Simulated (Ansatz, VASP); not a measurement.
Na4HF3 in VASP and in Ansatz

```
Na H F
1.0
     4.72748    0.00000    0.00000
     0.00000    4.72748    0.00000
     0.00000    0.00000    4.72748
Na H F
4 1 3
Cartesian
  0.0000 0.0000 0.0000
  2.3637 2.3637 0.0000
  2.3637 0.0000 2.3637
  0.0000 2.3637 2.3637
  2.3637 2.3637 2.3637
  0.0000 0.0000 2.3637
  0.0000 2.3637 0.0000
  2.3637 0.0000 0.0000
```

Alike in both runs: functional PBE; k mesh 6 × 6 × 6; occupations gaussian, width 0.02 eV; no spin polarisation.

Ansatz relaxed the structure, and its values are those at the end. VASP's run is a single point on that final structure, the one shown.

|  | VASP | Ansatz |
| --- | --- | --- |
| version | VASP 6.6.1 | Ansatz 0.2.0 |
| potentials or method | VASP PAW PBE potentials, release 64 (Na_pv, H, F) | scalar-relativistic, plane waves, PAW |
| plane-wave cutoff (eV) | 520 | 420 |
| valence electrons in the cell | 50 | 58 |

Ansatz gave:

| Item | Value |
| --- | --- |
| gap on the k mesh at the Fermi level (eV) | 5.16 |
| least direct gap on the mesh (eV) | 5.32 |
| pressure (GPa) | 0.0 |

**Question.** Estimate VASP's values.

**Answer.** gap on the k mesh at the Fermi level (eV): 5.15; least direct gap on the mesh (eV): 5.31; pressure (GPa): -0.2.

The two sets of potentials don't hold the same shells in valence.

A k mesh can miss the band edges. PBE gaps usually lie below the measured ones, often by a third to a half.
